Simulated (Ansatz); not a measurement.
A 4-atom cell of F (C2/c) from a materials database, relaxed with r2SCAN+rVV10, was run in Ansatz under altered settings. All numbers are computed, without spin polarisation but where a row says otherwise.

```yaml
crystal:
  lattice:
    - [2.45907, -1.63052, 0.10276]
    - [2.45907, 1.63052, 0.10276]
    - [-0.29484, 0.00000, 6.47662]
  atoms:
    - { symbol: F, position: [0.59628, 0.90355, 0.59659] }
    - { symbol: F, position: [0.09645, 0.40372, 0.90341] }
    - { symbol: F, position: [0.40372, 0.09645, 0.40341] }
    - { symbol: F, position: [0.90355, 0.59628, 0.09659] }
```

The base run's other keys:
```yaml
kpoints:
  mp_grid: { grid: [4, 4, 2] }
hamiltonian:
  xc: hse06
scf:
  occupations: { method: fixed }
  n_extra_bands: 5
```

It takes 16 iterations with 1013 plane waves at 420 eV and 14 k points, and leaves a mean stress of +0.07 GPa. The gap over this mesh is 6.202 eV. It ran on 4 threads of Arm Neoverse N1, with other jobs on the host.

Outcomes, with energy and stress as changes against the base:
```
                                 setting            outcome  ΔF (meV/atom)  Δ mean stress (GPa)  gap on the mesh (eV)  iterations  wall time
                   hamiltonian.xc: wpbeh          converged              –                 +0.5                 6.183          18      9.3 s
PBE hybrid, exx coeff 0.5, omega 0.3 1/Å          converged              –                 -4.1                 8.802          21      9.8 s
               scf.exx.singularity: none          converged           -3.3                 -0.2                 6.202          16      8.8 s
                      basis.ecutwfc: 300  converged, warned           +604                 +0.7                 6.241          13      4.7 s
```
A dash marks a value that wasn't obtained or can't be compared. Stress is positive in compression. The base took 9 s. The base's mesh is coarse for a hybrid, so its own values aren't converged.

- hamiltonian.xc: wpbeh. The mean stress moves by +0.5 GPa and the gap on the mesh by -0.018 eV (to 6.183). It's another functional on the same cell, so totals aren't comparable.
- PBE hybrid, exx coeff 0.5, omega 0.3 1/Å. That is 50 % exact exchange, screened with ω = 0.3 1/Å, against HSE06's 25 % screened at 0.208 1/Å. The mean stress moves by -4.1 GPa (single components by up to 9.3) and the gap on the mesh by +2.600 eV (to 8.802). Totals of different functionals aren't comparable.
- scf.exx.singularity: none. The free energy moves by -3.3 meV an atom, the mean stress by -0.2 GPa and the gap on the mesh by +0.001 eV (to 6.202). The result is sensitive to this setting.
- basis.ecutwfc: 300. 617 plane waves in place of 1013. The free energy moves by +604 meV an atom, the mean stress by +0.7 GPa and the gap on the mesh by +0.039 eV (to 6.241). The basis is too small: these are errors of the cutoff. Warned: cutoff below recommended.

The program warns that its thresholds are loose for a hybrid's stress.

The meshes of the hybrids are coarse, so their gaps aren't converged to the digits shown.
